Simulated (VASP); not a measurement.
# ZnO (zincite): the relaxed cell at several levels of theory, part 2 of 2

How much does the relaxed cell of ZnO (zincite) depend on the functional? The starting structure is a measured crystal structure from the Crystallography Open Database. The first relaxation on each setting starts from this cell expanded by 3 % in volume.

VASP 6.6.1.

Results so far: LDA 11.42 Å³ an atom; PBE 12.41 Å³ an atom; PBEsol + D3(BJ) 11.65 Å³ an atom.

**5. Relaxation with r2SCAN**

Level of this step: r2SCAN; plane waves and PAW (Zn, O) (VASP).

r2SCAN adds the kinetic-energy density, costs more than a GGA and is run with LASPH. This run starts from the cell of an earlier relaxation, which isn't shown; the restart sets up the plane waves anew.

Contents of INCAR:

```
SYSTEM = ZnO
PREC = Accurate
ENCUT = 520
EDIFF = 1E-06
NELM = 100
ISMEAR = 0
SIGMA = 0.03
LREAL = .FALSE.
ALGO = Normal
METAGGA = R2SCAN
LASPH = .TRUE.
NBANDS = 24
LORBIT = 11
LWAVE = .FALSE.
LCHARG = .FALSE.
KPAR = 8
IBRION = 2
NSW = 50
ISIF = 3
EDIFFG = -0.006
```

Contents of POSCAR:

```
ZnO
1.0
    3.2429152095      0.0000000000      0.0000000000
   -1.6214576048      2.8084469538      0.0000000000
    0.0000000000      0.0000000000      5.2209914059
Zn O
2 2
Direct
    0.6666666667      0.3333333333      0.9993875519
    0.3333333333      0.6666666667      0.4993875519
    0.3333333333      0.6666666667      0.8796224481
    0.6666666667      0.3333333333      0.3796224481
```

Contents of KPOINTS:

```
Automatic mesh
0
Gamma
9 9 4
0 0 0
```

Potentials, in the order of the species: Zn and O (PBE family, release 64).

The run is started by

```sh
$ mpirun -np 8 vasp_std
```

What it wrote:

```text
[banner, memory and clock lines left out]
running    8 mpi-ranks, on    1 nodes
[...]
[... a notice as in an earlier step ...]

 [... a notice as in an earlier step ...]

 LDA part: xc-table for (None), standard interpolation
 POSCAR, INCAR and KPOINTS ok, starting setup
[...]
entering main loop
       N       E                     dE             d eps       ncg     rms          rms(c)
DAV:   1     0.260124017301E+03    0.26012E+03   -0.19123E+04  1776   0.224E+03
DAV:   2    -0.191310550188E+02   -0.27926E+03   -0.26417E+03  1880   0.431E+02
DAV:   3    -0.461900941919E+02   -0.27059E+02   -0.26866E+02  1960   0.141E+02
DAV:   4    -0.465919827470E+02   -0.40189E+00   -0.40172E+00  2032   0.182E+01
[...]
DAV:  14    -0.363183001557E+02    0.99670E-06   -0.19258E-05  2048   0.383E-02    0.139E-02
DAV:  15    -0.363183028461E+02   -0.26904E-05   -0.65376E-06  1800   0.242E-02    0.440E-03
DAV:  16    -0.363183018766E+02    0.96952E-06   -0.67974E-07  1208   0.147E-02
   1 F= -.36318302E+02 E0= -.36318302E+02  d E =-.363183E+02
[...]
reached required accuracy - stopping structural energy minimisation
```

Wall time 10 s (8 MPI ranks of Intel Xeon 6975P-C (Granite Rapids), shared host); peak memory 1.5 GiB.

OUTCAR, selected parts (step 5):

```text
  Total       -0.0043726     -0.0043726     -0.0162399      0.0000000      0.0000000      0.0000000
  in kB       -0.1473314     -0.1473314     -0.5471903      0.0000000      0.0000000      0.0000000
  external PRESSURE =      -0.2806177 kB  Pullay stress =       0.0000000 kB

 POSITION                                       TOTAL-FORCE (eV/Angst)
 -----------------------------------------------------------------------------------
      1.62146      0.93615      5.21779         0.000000     -0.000000      0.004787
     -0.00000      1.87230      2.60730        -0.000000      0.000000      0.004787
     -0.00000      1.87230      4.59250        -0.000000      0.000000     -0.004787
      1.62146      0.93615      1.98201         0.000000      0.000000     -0.004787
 -----------------------------------------------------------------------------------
    total drift:                                0.000001      0.000001     -0.077554

  FREE ENERGIE OF THE ION-ELECTRON SYSTEM (eV)
  ---------------------------------------------------
  free  energy   TOTEN  =       -36.3183018766 eV

  energy  without entropy=      -36.3183018766  energy(sigma->0) =      -36.31830188

[... 2 parts as in an earlier step ...]

[... 2 further parts left out ...]
[key lines of the parts left out:]
E-fermi :   1.0113
```

With r2SCAN the relaxed cell holds 11.888 Å³ an atom, -0.10 % against the measured cell, with a = 3.243 Å and c = 5.221 Å. That is +4.12 % from LDA.

**6. Relaxation with r2SCAN + rVV10**

rVV10 adds a nonlocal correlation energy for dispersion. This run starts from the cell of an earlier relaxation, which isn't shown; the restart sets up the plane waves anew.

Edit INCAR of step 5 so:

```diff
@@ -10,2 +10,6 @@
 METAGGA = R2SCAN
+LUSE_VDW = .TRUE.
+IVDW_NL = 2
+BPARAM = 11.95
+CPARAM = 0.0093
 LASPH = .TRUE.
```

Contents of POSCAR:

```
ZnO
1.0
    3.2341876592      0.0000000000      0.0000000000
   -1.6170938297      2.8008886735      0.0000000000
    0.0000000000      0.0000000000      5.2057688313
Zn O
2 2
Direct
    0.6666666667      0.3333333333      0.9994424934
    0.3333333333      0.6666666667      0.4994424934
    0.3333333333      0.6666666667      0.8795675066
    0.6666666667      0.3333333333      0.3795675066
```

KPOINTS is that of step 5.

The run is started by

```sh
$ mpirun -np 8 vasp_std
```

What it wrote:

```text
[banner, memory and clock lines left out]
running    8 mpi-ranks, on    1 nodes
[...]
[... a notice as in an earlier step ...]

|                                                                             |
|               ----> ADVICE to this user running VASP <----                  |
|                                                                             |
|     You have switched on vdW-DFT.                                           |
|     This routine was written and supplied by Jiri Klimes. We recommend      |
|     that you carefully read and cite the following publications:            |
|       J. Klimes, D.R. Bowler, A. Michelides                                 |
|          J. Phys.: Cond Matt. 22 022201 (2010)                              |
|       J. Klimes, D.R. Bowler, A. Michelides                                 |
|          Phys. Rev. B. 83, 195131 (2011)                                    |
|     and references therein.                                                 |
[...]
DAV:   5    -0.352502080939E+02   -0.97553E-07   -0.18307E-06  1176   0.158E-02
Total rVV10 correction in eV:      1.0651261    37.3237501
Total rVV10 correction in eV:      1.0651261    37.3237501
Total rVV10 correction in eV:      1.0651261    37.3237501
Total rVV10 correction in eV:      1.0651261    37.3237501
Total rVV10 correction in eV:      1.0651261    37.3237501
Total rVV10 correction in eV:      1.0651261    37.3237501
Total rVV10 correction in eV:      1.0651261    37.3237501
Total rVV10 correction in eV:      1.0651261    37.3237501
Total rVV10 correction in eV:      1.0651280    37.3237501
Total rVV10 correction in eV:      1.0651280    37.3237501
Total rVV10 correction in eV:      1.0651280    37.3237501
Total rVV10 correction in eV:      1.0651280    37.3237501
Total rVV10 correction in eV:      1.0651280    37.3237501
Total rVV10 correction in eV:      1.0651280    37.3237501
Total rVV10 correction in eV:      1.0651280    37.3237501
Total rVV10 correction in eV:      1.0651280    37.3237501
   2 F= -.35250208E+02 E0= -.35250208E+02  d E =-.230665E-04
 trial-energy change:   -0.000023  1 .order   -0.000005   -0.000017    0.000007
 step:   0.9465(harm=  0.7193)  dis= 0.00013  next Energy=   -35.250208 (dE=-0.232E-04)
 reached required accuracy - stopping structural energy minimisation
```

Wall time 45 s (8 MPI ranks); peak memory 2.3 GiB.

OUTCAR, selected parts (step 6):

```text
  Total        0.0130244      0.0130244      0.0217326     -0.0000000     -0.0000000     -0.0000000
  in kB        0.4427965      0.4427965      0.7388521     -0.0000000     -0.0000000     -0.0000000
  external PRESSURE =       0.5414817 kB  Pullay stress =       0.0000000 kB

 POSITION                                       TOTAL-FORCE (eV/Angst)
 -----------------------------------------------------------------------------------
      1.61660      0.93334      5.20281         0.000000      0.000000      0.003890
     -0.00000      1.86669      2.60002         0.000000      0.000000      0.003890
     -0.00000      1.86669      4.57853         0.000000     -0.000000     -0.003890
      1.61660      0.93334      1.97574        -0.000000     -0.000000     -0.003890
 -----------------------------------------------------------------------------------
    total drift:                                0.000001      0.000001     -0.068747

  FREE ENERGIE OF THE ION-ELECTRON SYSTEM (eV)
  ---------------------------------------------------
  free  energy   TOTEN  =       -35.2502080939 eV

  energy  without entropy=      -35.2502080939  energy(sigma->0) =      -35.25020809

[... 2 parts as in an earlier step ...]

[... 2 further parts left out ...]
[key lines of the parts left out:]
E-fermi :   1.0567
```

With r2SCAN + rVV10 the relaxed cell holds 11.782 Å³ an atom, -0.99 % against the measured cell, with a = 3.233 Å and c = 5.206 Å. That is +3.19 % from LDA.

**7. Comparison**

```
          level  volume (Å³/atom)  against the measured cell (%)   a (Å)   c (Å)  pressure left (GPa)  core minutes
            LDA            11.418                          -4.05  3.1951  5.1659                 0.07          2.45
            PBE            12.411                            4.3  3.2867  5.3068                -0.01          1.68
PBEsol + D3(BJ)            11.654                          -2.06  3.2191  5.1946                 0.05          3.84
         r2SCAN            11.888                           -0.1  3.2429   5.221                -0.03          6.45
 r2SCAN + rVV10            11.782                          -0.99  3.2332  5.2056                 0.05          21.6
```

Core minutes are wall time times ranks, summed over the relaxations behind a row (those for a bulk modulus apart), on shared hosts.

**8. Outcome**

```yaml
volume_lda: 11.42 Å³/atom
volume_pbe: 12.41 Å³/atom
volume_pbesol_d3_bj: 11.65 Å³/atom
volume_r2scan: 11.89 Å³/atom
volume_r2scan_rvv10: 11.78 Å³/atom
```

In words: Across 5 levels the volume of ZnO (zincite) spans 8.7 %, from 11.42 Å³ an atom (LDA) to 12.41 Å³ (PBE). Against the measured volume of the starting structure, r2SCAN comes nearest (-0.1 %) and PBE lies farthest (+4.3 %). The measured cell holds zero-point expansion and, unless it was taken cold, thermal expansion, which the runs lack, so small differences decide nothing. Adding rVV10 to r2SCAN changes the volume by -0.9 %. LASPH is on in some of these runs and off in others, which adds a little to the differences. All runs keep the symmetry of the start, so they can't find a distortion of lower symmetry. Further runs on this material are not shown.

[Lines on the potential files, build, host, timing and source positions are cut from VASP's logs without a mark.]

[Logs are printed without paths, hosts, clocks, repeated set-up lines and the standing remarks that a program may print on its own settings, such as how far it seeks lower states.]

[Hosts, paths, dates, database ids (printed as entryN), source tags and the programs' standing remarks are cut or masked in the printed files.]
